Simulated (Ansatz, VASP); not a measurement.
**TaN: VASP beside Ansatz**

```xyz
2
Lattice="2.9674 0.0000 0.0000 -1.4837 2.5698 0.0000 0.0000 0.0000 2.8830" Properties=species:S:1:pos:R:3 pbc="T T T"
Ta    0.0000    1.7132    1.4415
N     0.0000    0.0000    0.0000
```

Change from the starting cell: equal xx and yy strain of +1 %, PAW files.

Alike in both runs: task electric field gradients; functional PBEsol; k mesh 12 × 12 × 10; occupations fermi-dirac, width 0.02 eV; no spin polarisation.

```csv
,VASP,Ansatz
version,VASP 6.6.1,Ansatz 0.2.0
potentials or method,"VASP PAW PBE potentials, release 64 (Ta_pv, N)","PAW with Ansatz's default frozen-core files, scalar-relativistic"
plane-wave cutoff (eV),520,420
valence electrons in the cell,16,18
```

VASP gave:

- pressure (GPa): -10.4
- largest component of the traceless stress (GPa): 3.49
- Vzz of the field gradient on the site that differs most (V/Å²): 15.3

What did Ansatz give for the same quantities?

Pressure (GPa): -11.1; largest component of the traceless stress (GPa): 3.37; Vzz of the field gradient on the site that differs most (V/Å²): 46.7.

The two sets of potentials don't hold the same shells in valence. Ansatz warned: «gradients_without_spin_orbit».

Caveats: the PAW data sets were made with another functional, which shifts forces and pressure a little (VASP). The runs have no spin-orbit coupling, so splittings on Ta are missing.
